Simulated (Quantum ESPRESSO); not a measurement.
Runs of Quantum ESPRESSO 7.5 on Ti2C. It takes space group R-3m (No. 166, trigonal). Conventional cell: a = 3.081 Å, b = 3.081 Å, c = 14.441 Å, α = 90.00°, β = 90.00°, γ = 120.00°. Ti (site symmetry 3m) has 3 C at 2.11 Å as nearest neighbours. C (site symmetry -3m) is surrounded by 6 Ti at 2.11 Å. The cell comes from a database or a generator and needn't be the stable form of this composition.

```tsv
task	level	potentials or basis	k mesh	cutoff (eV)	k mesh for the Wannier functions	form of the LDA correlation	gap on the mesh (eV)	pressure (GPa)	V0 of scaled cells (Å³/atom)	B0 (GPa)	largest force (eV/Å)
Wannier functions	PBEsol	PseudoDojo 0.4.1 SR PBEsol standard	8 × 8 × 8	1143	6 × 6 × 6	-	none	-4.5	-	-	0.17
band structure	LDA	GBRV 1.5 LDA	10 × 10 × 10	612	-	PZ81	none	(c)	-	-	(a)
equation of state	LDA	GBRV 1.5 LDA	10 × 10 × 10	612	-	PZ81	-	-	12.58	207	-
equation of state	PBEsol	GBRV 1.5 PBEsol	10 × 10 × 10	612	-	-	-	-	(b)	196	-
band structure	PBEsol	GBRV 1.5 PBEsol	10 × 10 × 10	612	-	-	none	-4.7	-	-	0.18
```

Alike in all rows: no spin polarisation; cell as given; smearing fermi-dirac 0.05 eV.

Problem. Estimate the missing entries.

Solution. (a) 0.35; (b) 12.87; (c) -9.1.

Caveats: the cell was scaled at fixed shape and fractional positions, which overstates the stiffness of a crystal with free parameters, most of all of layers and chains (some runs); the Wannier minimisation didn't converge (some runs).

A k mesh can miss the band edges.

A gap of «none» marks a metal or a gap under the smearing width.

Not every run made on this cell is shown here.
